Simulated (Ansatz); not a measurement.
# Zn: energy change per atom and pressure against volume scale

All results are calculated (Ansatz 0.2.0). Plane-wave DFT, scalar-relativistic PAW made under PBE with cores redone for the functional, no dispersion; the given relaxed cell is scaled uniformly, energy at zero smearing counts from the unscaled cell, pressure at the given Fermi-Dirac smearing is positive in compression.

The cell before it is scaled or strained (space group Fm-3m, No. 225):
```
CELL_PARAMETERS angstrom
0.00000 1.98700 1.98700
1.98700 0.00000 1.98700
1.98700 1.98700 0.00000
ATOMIC_POSITIONS crystal
Zn 0.00000 0.00000 0.00000
```

Settings of every row: spin polarised no; functional revPBE; wave cutoff 420 eV; smearing width 0.1 eV; k mesh 15x15x15.

Atom starting moment: 0 on all atoms.

Limits: the cell comes from a prototype or a list of computed structures and needn't be the stable phase.

```csv
row,volume scale,V (Å³/atom),energy change per atom (meV),pressure (GPa)
1,0.88,13.807,54.1,10.8
2,0.92,14.435,21.35,6.21
3,0.96,15.062,4.5,2.65
4,1.04,16.318,5.05,-2.24
5,1.08,16.945,17.4,-3.87
6,1.12,17.573,?,?
```

Question: what energy change per atom and pressure should row 6 give?

Worked fit of energy change per atom. Take u = (V_r/V)^(2/3) − 1 with V_r = 15.062 Å³ an atom, which is twice the finite (Eulerian) strain; such expansions in the strain, on which the Birch-Murnaghan equation of state is built, carry the rest volume and the bulk modulus. The shown rows have u = 0.05971, 0.02875, 0, -0.052, -0.07553. Least squares give energy change per atom = 4.533 + 384.6 × u + 7402.7 × u² meV; a straight line predicts inner rows, each left out in turn, worse (root mean square 15 against 0.58 meV). The rows lie off it by 0.21, -0.36, -0.03, 0.50, -0.31 (root mean square 0.32 meV). The withheld row has u = -0.09769, so the fit gives 4.533 + 384.6 × (-0.09769) + 7402.7 × (-0.09769)² = 37.61 meV.

The calculation gave 35.31 meV. The fit lies 2.30 meV (6.5 % of the value, 4.6 % of the column's range) above it; its largest miss of a shown row is 0.50 meV. This row lies beyond the range of the fit.

Worked fit of pressure. Take u = (V_r/V)^(2/3) − 1 with V_r = 15.062 Å³ an atom, which is twice the finite (Eulerian) strain; such expansions in the strain, on which the Birch-Murnaghan equation of state is built, carry the rest volume and the bulk modulus. The shown rows have u = 0.05971, 0.02875, 0, -0.052, -0.07553. Least squares give pressure = 2.652 + 114.06 × u + 370.9 × u² GPa; a straight line predicts inner rows, each left out in turn, worse (root mean square 0.76 against 0.042 GPa). The rows lie off it by 0.02, -0.03, 0.00, 0.04, -0.02. The pressure vanishes at u = -0.0253, or V = 15.65 Å³ an atom, and there the bulk modulus at fixed shape and fractions is B = −V dP/dV = (2/3)(1 + u) dP/du = 61.9 GPa. The withheld row has u = -0.09769, so the fit gives 2.652 + 114.06 × (-0.09769) + 370.9 × (-0.09769)² = -4.95 GPa.

The calculation gave -5.12 GPa. The fit lies 0.17 GPa (3.3 % of the value, 1.1 % of the column's range) above it; its largest miss of a shown row is 0.04 GPa. This row lies beyond the range of the fit.
